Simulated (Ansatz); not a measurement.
**InSb: a single-point run**

Aim: a sound single-point run of InSb. The structure is shown as the input types it. The cell is built on a prototype (CsCl type) and needn't be the phase found in nature.

Method: density functional or hybrid calculation with the settings of its input, plane waves (as first typed), in Ansatz 0.2.0.

8 further runs of the same task are left out: 6 for a known fault of the program, 2 that didn't finish.

### 1 The system as given

Symmetry: Pm-3m, No. 221, cubic system. The conventional cell has a = 3.769 Å, b = 3.769 Å, c = 3.769 Å, α = 90.00°, β = 90.00°, γ = 90.00°. In (site symmetry m-3m) is surrounded by 8 Sb at 3.26 Å. Around Sb (site symmetry m-3m) lie 8 In at 3.26 Å.

The input asks for a charge of +1 e on the cell.

Coordinates:

```cif
data_structure
_symmetry_space_group_name_H-M 'P 1'
_symmetry_Int_Tables_number 1
_cell_length_a 3.7690
_cell_length_b 3.7690
_cell_length_c 3.7690
_cell_angle_alpha 90.000
_cell_angle_beta 90.000
_cell_angle_gamma 90.000
_cell_volume 53.54
loop_
_atom_site_label
_atom_site_type_symbol
_atom_site_fract_x
_atom_site_fract_y
_atom_site_fract_z
_atom_site_occupancy
In1 In 0.00000 0.00000 0.00000 1
Sb1 Sb 0.50000 0.50000 0.50000 1
```

### 2 The run

input.yaml reads:

```yaml
crystal:
  lattice:
    - [3.7689762345, 0.0, 0.0]
    - [0.0, 3.7689762345, 0.0]
    - [0.0, 0.0, 3.7689762345]
  atoms:
    - { symbol: In, position: [0.0, 0.0, 0.0] }
    - { symbol: Sb, position: [0.5, 0.5, 0.5] }
kpoints:
  mp_grid: { grid: [6, 6, 6] }
hamiltonian:
  xc: pbesol
scf:
  occupations: { method: fermi_dirac, width: 0.02 }
  n_extra_bands: 4
  max_iter: 50
output:
  forces: true
  stress: true
  eigenvalues: true
total_charge: 1
```

The run is started by

```sh
> ansatz run input.yaml --threads 4 --pin off --max-ram 3686MiB --backend cpu --events-out ev --progress --plain --runs-dir out
```

What happens when this is run?

The program finished normally. That alone doesn't make the input a sound one.

In the input, total_charge is 1. The typed charge changes the electron count, so this is no longer the system that was meant.

The test: delete total_charge (the default then holds).
